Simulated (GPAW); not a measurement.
The system is Ir.

```xyz
2
Lattice="2.7514 0.0000 0.0000 -1.3757 2.3828 0.0000 0.0000 0.0000 4.4623" Properties=species:S:1:pos:R:3 pbc="T T T"
Ir    0.0000    1.5885    1.1156
Ir    1.3757    0.7943    3.3467
```

This isn't the form of Ir at room conditions, which is fcc.

Base run:

* Program: GPAW 26.7.0
* Functional: LDA
* Potentials or basis: the program's PAW data sets (release 1.2.1) made for this functional
* Cutoff: 600 eV
* Basis: pw
* k mesh: 11 × 11 × 6
* Occupations: fermi-dirac, width 0.05 eV
* Spin: no spin polarisation

Its results: pressure -19.6 GPa.

Task: The run is repeated on the same cell with these changes: functional from LDA to revPBE. What comes out?

Result: Pressure 0.9 GPa.

revPBE binds less tightly than LDA, so the same cell stands under more pressure.
